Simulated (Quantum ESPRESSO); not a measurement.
# GaAs (F-43m) in Quantum ESPRESSO: settings compared, part 4 of 4

Quantum ESPRESSO 7.5. Earlier steps stand in the parts before.

### 6 Phonons, rPW86PBE+rVV10

The input, pw.in:

```
&CONTROL
  calculation = 'scf'
  prefix = 'pwscf'
  outdir = './tmp'
  pseudo_dir = './pseudo'
  tprnfor = .true.
  tstress = .true.
  disk_io = 'low'
/
&SYSTEM
  ibrav = 0
  nat = 2
  ntyp = 2
  ecutwfc = 88
  nbnd = 15
  input_dft = 'rvv10'
  occupations = 'smearing'
  smearing = 'fd'
  degauss = 0.00367493
/
&ELECTRONS
  conv_thr = 4d-10
  electron_maxstep = 120
  mixing_beta = 0.5
/
ATOMIC_SPECIES
As    74.9216 As_ONCV_PBE-1.2.upf
Ga    69.7230 Ga_ONCV_PBE-1.2.upf
CELL_PARAMETERS angstrom
   0.0000000000    2.8268500000    2.8268500000
   2.8268500000    0.0000000000    2.8268500000
   2.8268500000    2.8268500000    0.0000000000
ATOMIC_POSITIONS angstrom
As     4.2402750000    4.2402750000    4.2402750000
Ga     0.0000000000    0.0000000000    0.0000000000
K_POINTS automatic
6 6 6 1 1 1
```

The input, relax.in:

```
&CONTROL
  calculation = 'vc-relax'
  prefix = 'pwscf'
  outdir = './tmp'
  pseudo_dir = './pseudo'
  tprnfor = .true.
  tstress = .true.
  disk_io = 'low'
  nstep = 40
  forc_conv_thr = 0.0001
  etot_conv_thr = 1d-06
/
&SYSTEM
  ibrav = 0
  nat = 2
  ntyp = 2
  ecutwfc = 88
  nbnd = 15
  input_dft = 'rvv10'
  occupations = 'smearing'
  smearing = 'fd'
  degauss = 0.00367493
/
&ELECTRONS
  conv_thr = 4d-10
  electron_maxstep = 120
  mixing_beta = 0.5
/
&IONS
  ion_dynamics = 'bfgs'
/
&CELL
  cell_dynamics = 'bfgs'
  press = 0
  press_conv_thr = 0.2
/
ATOMIC_SPECIES
As    74.9216 As_ONCV_PBE-1.2.upf
Ga    69.7230 Ga_ONCV_PBE-1.2.upf
CELL_PARAMETERS angstrom
   0.0000000000    2.8268500000    2.8268500000
   2.8268500000    0.0000000000    2.8268500000
   2.8268500000    2.8268500000    0.0000000000
ATOMIC_POSITIONS angstrom
As     4.2402750000    4.2402750000    4.2402750000
Ga     0.0000000000    0.0000000000    0.0000000000
K_POINTS automatic
6 6 6 1 1 1
```

The input, gamma.in:

```
&CONTROL
  calculation = 'bands'
  prefix = 'pwscf'
  outdir = './tmp'
  pseudo_dir = './pseudo'
  disk_io = 'low'
  verbosity = 'high'
/
&SYSTEM
  ibrav = 0
  nat = 2
  ntyp = 2
  ecutwfc = 88
  nbnd = 15
  input_dft = 'rvv10'
  occupations = 'smearing'
  smearing = 'fd'
  degauss = 0.00367493
/
&ELECTRONS
  conv_thr = 1d-08
  electron_maxstep = 120
  mixing_beta = 0.5
  diago_full_acc = .true.
  startingwfc = 'random'
/
ATOMIC_SPECIES
As    74.9216 As_ONCV_PBE-1.2.upf
Ga    69.7230 Ga_ONCV_PBE-1.2.upf
CELL_PARAMETERS angstrom
   0.0000000000    2.8803493333    2.8803493333
   2.8803493333    0.0000000000    2.8803493333
   2.8803493333    2.8803493333    0.0000000000
ATOMIC_POSITIONS angstrom
As     4.3205240000    4.3205239999    4.3205240000
Ga     0.0000000000    0.0000000000    0.0000000000
K_POINTS crystal
1
0.0 0.0 0.0 1
```

The input, scf2.in:

```
&CONTROL
  calculation = 'scf'
  prefix = 'pwscf'
  outdir = './tmp'
  pseudo_dir = './pseudo'
  tprnfor = .true.
  tstress = .true.
  disk_io = 'low'
/
&SYSTEM
  ibrav = 0
  nat = 2
  ntyp = 2
  ecutwfc = 88
  nbnd = 15
  input_dft = 'rvv10'
  occupations = 'smearing'
  smearing = 'fd'
  degauss = 0.00367493
/
&ELECTRONS
  conv_thr = 1d-13
  electron_maxstep = 120
  mixing_beta = 0.5
  startingpot = 'file'
/
ATOMIC_SPECIES
As    74.9216 As_ONCV_PBE-1.2.upf
Ga    69.7230 Ga_ONCV_PBE-1.2.upf
CELL_PARAMETERS angstrom
   0.0000000000    2.8803493333    2.8803493333
   2.8803493333    0.0000000000    2.8803493333
   2.8803493333    2.8803493333    0.0000000000
ATOMIC_POSITIONS angstrom
As     4.3205240000    4.3205239999    4.3205240000
Ga     0.0000000000    0.0000000000    0.0000000000
K_POINTS automatic
6 6 6 1 1 1
```

The input, ph.in:

```
phonons of GaAs
&INPUTPH
  prefix = 'pwscf'
  outdir = './tmp'
  tr2_ph = 1d-18
  fildyn = 'dyn'
  niter_ph = 90
  alpha_mix(1) = 0.4
/
0.0000000000 0.0000000000 0.0000000000
```

The input, dynmat.in:

```
&INPUT
  fildyn = 'dyn'
  asr = 'crystal'
  filout = 'dynmat.disp'
  fileig = 'dynmat.eig'
/
```

Potentials or basis: SG15 PBE 1.2.

Run with:

```sh
> OMP_NUM_THREADS=1 pw.x -in pw.in > pw.out
> OMP_NUM_THREADS=1 pw.x -in relax.in > relax.out
> OMP_NUM_THREADS=1 pw.x -in gamma.in > gamma.out
> OMP_NUM_THREADS=1 pw.x -in scf2.in > scf2.out
> OMP_NUM_THREADS=1 ph.x -in ph.in > ph.out
> OMP_NUM_THREADS=1 dynmat.x -in dynmat.in > dynmat.out
```

pw.out:

```text
This program is part of the open-source Quantum ESPRESSO suite
     for quantum simulation of materials; please cite
         "P. Giannozzi et al., J. Phys.:Condens. Matter 21 395502 (2009);
         "P. Giannozzi et al., J. Phys.:Condens. Matter 29 465901 (2017);
         "P. Giannozzi et al., J. Chem. Phys. 152 154105 (2020);
     in publications or presentations arising from this work. More details at

     IMPORTANT: XC functional enforced from input :
     Exchange-correlation= RVV10
                           (   1   4  13   4  26   0   0)
     Any further DFT definition will be discarded
     Please, verify this is what you really want

     Message from routine setup:
     using ibrav=0 with symmetry is DISCOURAGED, use correct ibrav instead

     G-vector sticks info
     --------------------
     sticks:   dense  smooth     PW     G-vecs:    dense   smooth      PW
     Sum        1393    1393    421                34015    34015    5577

     Using Slab Decomposition

     bravais-lattice index     =            0
     lattice parameter (alat)  =       7.5547  a.u.
     unit-cell volume          =     304.8842 (a.u.)^3
     number of atoms/cell      =            2
     number of atomic types    =            2
     number of electrons       =        18.00
     number of Kohn-Sham states=           15
     kinetic-energy cutoff     =      88.0000  Ry
     charge density cutoff     =     352.0000  Ry
     scf convergence threshold =      4.0E-10
     mixing beta               =       0.5000
     number of iterations used =            8  plain     mixing
     Exchange-correlation= RVV10
                           (   1   4  13   4  26   0   0)

     celldm(1)=   7.554690  celldm(2)=   0.000000  celldm(3)=   0.000000
     celldm(4)=   0.000000  celldm(5)=   0.000000  celldm(6)=   0.000000

     crystal axes: (cart. coord. in units of alat)
               a(1) = (   0.000000   0.707107   0.707107 )
               a(2) = (   0.707107   0.000000   0.707107 )
               a(3) = (   0.707107   0.707107   0.000000 )

     reciprocal axes: (cart. coord. in units 2 pi/alat)
               b(1) = ( -0.707107  0.707107  0.707107 )
               b(2) = (  0.707107 -0.707107  0.707107 )
               b(3) = (  0.707107  0.707107 -0.707107 )

     PseudoPot. # 1 for As read from file:
     As_ONCV_PBE-1.2.upf
     Pseudo is Norm-conserving, Zval =  5.0
     Generated using ONCVPSP code by D. R. Hamann
     Using radial grid of  602 points,  6 beta functions with:
                l(1) =   0
                l(2) =   0
                l(3) =   1
[... 31 lines left out ...]
        k(    2) = (   0.1767767   0.1767767  -0.0589256), wk =   0.0555556
        k(    3) = (   0.2946278   0.2946278  -0.1767767), wk =   0.0555556
        k(    4) = (  -0.2946278  -0.2946278   0.4124790), wk =   0.0555556
        k(    5) = (  -0.1767767  -0.1767767   0.2946278), wk =   0.0555556
        k(    6) = (  -0.0589256  -0.0589256   0.1767767), wk =   0.0555556
[... 20 lines left out ...]
        k(   27) = (   0.2946278   0.2946278   0.2946278), wk =   0.0185185
        k(   28) = (  -0.2946278  -0.2946278   0.8838835), wk =   0.0555556

     Dense  grid:    34015 G-vectors     FFT dimensions: (  45,  45,  45)

     Initial potential from superposition of free atoms

     starting charge      17.8922, renormalised to      18.0000

Carrying out rVV10 run using the following parameters:
Nqs =      20    Nr_points =    1024   r_max =   100.000
b_value =  6.30000    beta =  0.00901
     q_mesh =  0.00010000  0.00030000  0.00058939  0.00100810
               0.00161396  0.00249058  0.00375900  0.00559430
               0.00824984  0.01209221  0.01765183  0.02569619
               0.03733578  0.05417739  0.07854596  0.11380545
               0.16482331  0.23864234  0.34545298  0.50000000

Gradients computed in Reciprocal space

     Starting wfcs are random

     Self-consistent Calculation

     iteration #  1     ecut=    88.00 Ry     beta= 0.50
     Davidson diagonalization with overlap
     ethr =  1.00E-02,  avg # of iterations = 11.1

     Threshold (ethr) on eigenvalues was too large:
     Diagonalizing with lowered threshold

     Davidson diagonalization with overlap
     ethr =  4.63E-04,  avg # of iterations =  2.6

     total energy              =    -144.21897964 Ry
     estimated scf accuracy    <       0.07440735 Ry
[... 50 lines left out ...]
     iteration #  9     ecut=    88.00 Ry     beta= 0.50
     Davidson diagonalization with overlap
     ethr =  2.75E-12,  avg # of iterations =  2.0

     End of self-consistent calculation

          k = 0.0589 0.0589 0.0589 (  4255 PWs)   bands (ev):

    -7.7131  -7.7057  -7.7057  -7.6312  -7.6312  -5.4349   5.9446   7.0654
     7.0654   8.4816  11.0810  11.1162  11.1162  15.1112  16.8919
[... 73 lines left out ...]
    -7.8109  -7.6627  -7.6608  -7.6533  -7.6195  -3.0916   0.4808   4.2924
     4.6052   8.7575   9.2813  16.4298  16.7327  17.9200  20.0249

          k =-0.5303 0.1768-0.0589 (  4239 PWs)   bands (ev):

    -7.7967  -7.6745  -7.6692  -7.6455  -7.6229  -3.5114   1.0891   4.1023
     4.8229   9.5924  10.6995  13.4568  15.4378  17.3915  19.1526

          k =-0.4125 0.0589 0.0589 (  4242 PWs)   bands (ev):
[... 51 lines left out ...]
    -7.7868  -7.6847  -7.6813  -7.6317  -7.6283  -3.5688   0.6920   4.3683
     5.7206   9.5044  11.7330  12.7602  15.0815  16.6394  17.6380

     the Fermi energy is     7.6452 ev

!    total energy              =    -144.23438973 Ry
     estimated scf accuracy    <          7.4E-11 Ry
     smearing contrib. (-TS)   =      -0.00000003 Ry
     internal energy E=F+TS    =    -144.23438970 Ry

     The total energy is F=E-TS. E is the sum of the following terms:
     one-electron contribution =     -82.75229749 Ry
     hartree contribution      =      53.00228470 Ry
     xc contribution           =     -21.47426158 Ry
     ewald contribution        =     -93.01011532 Ry

     convergence has been achieved in   9 iterations

     Forces acting on atoms (cartesian axes, Ry/au):

     atom    1 type  1   force =     0.00000000    0.00000000    0.00000000
     atom    2 type  2   force =     0.00000000    0.00000000    0.00000000

     Total force =     0.000000     Total SCF correction =     0.000000

     Computing stress (Cartesian axis) and pressure

          total   stress  (Ry/bohr**3)                   (kbar)     P=       39.61
   0.00026928   0.00000000  -0.00000000           39.61        0.00       -0.00
   0.00000000   0.00026928   0.00000000            0.00       39.61        0.00
  -0.00000000   0.00000000   0.00026928           -0.00        0.00       39.61

=------------------------------------------------------------------------------=
   JOB DONE.
=------------------------------------------------------------------------------=
```

Wall time 15 min (1 thread of Arm Neoverse V1, shared host); peak memory 0.24 GiB.

What came out:

| Property | Result |
| --- | --- |
| Free energy | -1962.4406 eV |
| Relaxed volume | 23.90 Å³/atom |
| Relaxed cell | a = 4.073 Å, b = 4.073 Å, c = 4.073 Å, α = 60.00°, β = 60.00°, γ = 60.00° |
| Space group after relaxing (to 0.05 Å) | F-43m (No. 216) |
| Pressure after relaxing | 0.1 GPa |

The path:
| step | energy change (eV) | largest force (eV/Å) | pressure (GPa) | volume (Å³) |
| --- | --- | --- | --- | --- |
| 1 | 0.0000 | 0.0000 | 3.96 | 45.18 |
| 2 | -0.0183 | 0.0000 | 2.45 | 46.10 |
| 3 | -0.0290 | 0.0000 | 0.92 | 47.12 |
| 4 | -0.0309 | 0.0000 | 0.04 | 47.76 |
| 5 | -0.0309 | 0.0000 | 0.00 | 47.79 |

Final structure:
```
CELL_PARAMETERS angstrom
0.00000 2.88035 2.88035
2.88035 0.00000 2.88035
2.88035 2.88035 0.00000
ATOMIC_POSITIONS crystal
As 0.75000 0.75000 0.75000
Ga 0.00000 0.00000 0.00000
```

Levels at points of the mesh, in eV from the valence-band top:
```tsv
k point	band 5	band 6	band 7	band 8	band 9	band 10	band 11	band 12	band 13	band 14
(0.08, 0.08, 0.08)	-14.63	-12.14	-1.23	0.00	0.00	1.12	3.94	4.00	4.00	7.80
```

Caveat: the acoustic modes lie far from zero, so the frequencies are unreliable; the mesh is thin for the phonons of a metal; the potentials were made for another functional, which shifts forces and pressure; some modes are imaginary; the shifted mesh shows a gap, but it closes at Γ, so the response was run with smeared occupations.

### 7 Summary

| level | potentials or basis | cutoff (eV) | rVV10 parameter b | pressure (GPa) |
| --- | --- | --- | --- | --- |
| RPBE | PseudoDojo 0.4.1 SR PBE standard | 1143 | - | 5.8 |
| PBE | SG15 PBE 1.2 | 1197 | - | 0.0 |
| PBE+D2 | SG15 PBE 1.2 | 1197 | - | 0.0 |
| PBE+D3(BJ) | SG15 PBE 1.2 | 1197 | - | 0.0 |
| rPW86PBE+rVV10 | SG15 PBE 1.2 | 1197 | 6.3 | 0.1 |

Alike in all rows: task phonons; no spin polarisation; cell relaxed; k mesh 6 × 6 × 6, shifted; smearing fermi-dirac 0.05 eV.

Caveats: the potentials were made for another functional, which shifts forces and pressure (some runs); the gap on the mesh is small and may close between mesh points, in which case fixed occupations spoil the response (some runs); the cell is more than 3 GPa from zero pressure, which shifts response properties (some runs); the shifted mesh misses Γ, where the gap is smaller or closed, so treating the crystal as an insulator may be wrong and the dielectric response too small (some runs); the acoustic modes lie far from zero, so the frequencies are unreliable (some runs); the mesh is thin for the phonons of a metal (some runs); some modes are imaginary (some runs).

Total energies depend on the potentials used, so only differences within one code and one set of settings carry meaning.

### 8 How close it comes

Step 2. Against the measured high-frequency dielectric constant of GaAs, 10.89 (300 K; a printed reference work, textbook), the calculated 13.11 is off by +20.4 %.

Step 3. Measured high-frequency dielectric constant of GaAs: 10.89 (300 K; a printed reference work, textbook). This calculation gives 15.50 (+42.3 %). So large a miss can be the level of theory's own, or it may mean another phase, state or a wrong row.

Step 4. A measured high-frequency dielectric constant of GaAs is 10.89 (300 K; a printed reference work, textbook); the calculated 13.70 misses it by +25.8 %.

Step 5. Measured high-frequency dielectric constant of GaAs: 10.89 (300 K; a printed reference work, textbook). This calculation gives 14.35 (+31.8 %). So large a miss can be the level of theory's own, or it may mean another phase, state or a wrong row.
